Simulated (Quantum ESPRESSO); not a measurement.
Runs of Quantum ESPRESSO 7.5 on MgSe. It takes space group Fm-3m (No. 225, cubic). The conventional cell has a = 5.451 Å, b = 5.451 Å, c = 5.451 Å, α = 90.00°, β = 90.00°, γ = 90.00°. Se (site symmetry m-3m) has 6 Mg at 2.73 Å as nearest neighbours. Mg (site symmetry m-3m) is surrounded by 6 Se at 2.73 Å. 

```csv
task,level,potentials or basis,k mesh,cutoff (eV),SCF threshold,symmetry,form of the LDA correlation,gap on the mesh (eV),pressure (GPa),V0 of scaled cells (Å³/atom),B0 (GPa)
band structure,PBEsol,GBRV 1.5 PBEsol,8 × 8 × 8,612,4e-10 Ry,-,-,1.77,-0.1,-,-
band structure,r2SCAN,SG15 PBE 1.2,6 × 6 × 6,952,1e-08 Ry,off,-,(a),1.5,-,-
equation of state,r2SCAN,SG15 PBE 1.2,6 × 6 × 6,952,1e-08 Ry,off,-,-,-,(b),65
equation of state,PBEsol,GBRV 1.5 PBEsol,8 × 8 × 8,612,4e-10 Ry,-,-,-,-,20.24,65
equation of state,LDA,GBRV 1.5 LDA,8 × 8 × 8,612,4e-10 Ry,-,PZ81,-,-,19.62,69
```

Alike in all rows: no spin polarisation; cell as given; smearing fermi-dirac 0.05 eV.

Q: Estimate the missing entries.

A: (a) 2.45; (b) 20.78.

Caveats: the potentials were made for another functional, which shifts forces and pressure (some runs).

A k mesh can miss the band edges, and the runs leave out spin-orbit coupling on Se.
